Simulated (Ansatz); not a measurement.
Tubes are rolled from the relaxed C monolayer (P6/mmm, bond 1.42 Å, gap on the mesh 0.00 eV); atoms and period are relaxed, and energies count from the flat sheet.

Theory: Ansatz, DFT PBE, scalar-relativistic, plane waves, PAW.

Settings: cutoff 420 eV, Γ-centred mesh 1×1×18 on the computed 28-atom cell, Gaussian smearing of 0.05 eV; no spin polarisation.

Start ((7,0)):

```
CELL_PARAMETERS angstrom
14.00000 0.00000 0.00000
0.00000 14.20000 0.00000
0.00000 0.00000 4.27218
ATOMIC_POSITIONS crystal
C 0.69628 0.50000 0.66667
C 0.62238 0.65130 0.66667
C 0.67684 0.58396 0.16667
C 0.45632 0.68867 0.66667
C 0.54368 0.68867 0.16667
C 0.32316 0.58396 0.66667
C 0.37762 0.65130 0.16667
C 0.32316 0.41604 0.66667
C 0.30372 0.50000 0.16667
C 0.45632 0.31133 0.66667
C 0.37762 0.34870 0.16667
C 0.62238 0.34870 0.66667
C 0.54368 0.31133 0.16667
C 0.67684 0.41604 0.16667
C 0.67684 0.58396 0.83333
C 0.69628 0.50000 0.33333
C 0.54368 0.68867 0.83333
C 0.62238 0.65130 0.33333
C 0.37762 0.65130 0.83333
C 0.45632 0.68867 0.33333
C 0.30372 0.50000 0.83333
C 0.32316 0.58396 0.33333
C 0.37762 0.34870 0.83333
C 0.32316 0.41604 0.33333
C 0.54368 0.31133 0.83333
C 0.45632 0.31133 0.33333
C 0.67684 0.41604 0.83333
C 0.62238 0.34870 0.33333
```

Relax it.

The free energy falls by 9 meV/atom.

| Property | Result |
| --- | --- |
| excess energy (meV/atom) | 259.7 |
| period (Å) | 4.270 |
| mean diameter (Å) | 5.59 |
| gap on the mesh (eV) | 0.20 |

Relaxed structure:
```
C
1.0
    14.00000    0.00000    0.00000
     0.00000   14.20000    0.00000
     0.00000    0.00000    4.27018
C
28
Cartesian
  9.7959 7.1000 2.8447
  8.7432 9.2860 2.8447
  9.5190 8.3131 0.7096
  6.3778 9.8260 2.8447
  7.6222 9.8260 0.7096
  4.4810 8.3131 2.8447
  5.2568 9.2860 0.7096
  4.4810 5.8869 2.8447
  4.2041 7.1000 0.7096
  6.3778 4.3740 2.8447
  5.2568 4.9140 0.7096
  8.7432 4.9140 2.8447
  7.6222 4.3740 0.7096
  9.5190 5.8869 0.7096
  9.5190 8.3131 3.5606
  9.7959 7.1000 1.4255
  7.6222 9.8260 3.5606
  8.7432 9.2860 1.4255
  5.2568 9.2860 3.5605
  6.3778 9.8260 1.4255
  4.2041 7.1000 3.5605
  4.4810 8.3131 1.4255
  5.2568 4.9140 3.5605
  4.4810 5.8869 1.4255
  7.6222 4.3740 3.5606
  6.3778 4.3740 1.4255
  9.5190 5.8869 3.5606
  8.7432 4.9140 1.4255
```

It took 2.8 min on 4 threads of Intel(R) Xeon(R) Platinum 8259CL CPU @ 2.50GHz (Skylake/Cascade Lake), on a shared host, peak memory 2.2 GiB.